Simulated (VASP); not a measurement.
SnS2:

```xyz
3
Lattice="3.6390 0.0000 0.0000 -1.8195 3.1515 0.0000 0.0000 0.0000 5.6744" Properties=species:S:1:pos:R:3 pbc="T T T"
Sn    0.0000    0.0000    0.0000
S     0.0000    2.1010    1.4670
S     1.8195    1.0505    4.2074
```

```yaml
Program: VASP 6.6.1
Task: relaxation of the atoms
Functional: optB88-vdW
Potentials_or_basis: VASP PAW PBE potentials, release 64 (Sn_d, S)
Cutoff: 520 eV
k_mesh: 10 × 10 × 6
Occupations: gaussian, width 0.05 eV
Spin: no spin polarisation
```

At the start: pressure 4.8 GPa; volume 21.69 Å³/atom.

**Question.** Where does the relaxation end?

**Answer.** Over 3 steps the energy falls by 3.4 meV/atom; space group P-3m1 (No. 164, to 0.05 Å).

Step by step:
| step | energy change (eV) | largest force (eV/Å) | pressure (GPa) |
| --- | --- | --- | --- |
| 1 | 0.0000 | 0.3480 | 4.81 |
| 2 | -0.0083 | 0.1465 | 4.04 |
| 3 | -0.0101 | 0.0041 | 3.52 |

Final structure:
```
Sn S
1.0
     3.63900    0.00000    0.00000
    -1.81950    3.15147    0.00000
     0.00000    0.00000    5.67436
Sn S
1 2
Cartesian
  0.0000 0.0000 0.0000
  0.0000 2.1010 1.4960
  1.8195 1.0505 4.1784
```

Caveat: the PAW data sets were made with another functional, which shifts forces and pressure a little.
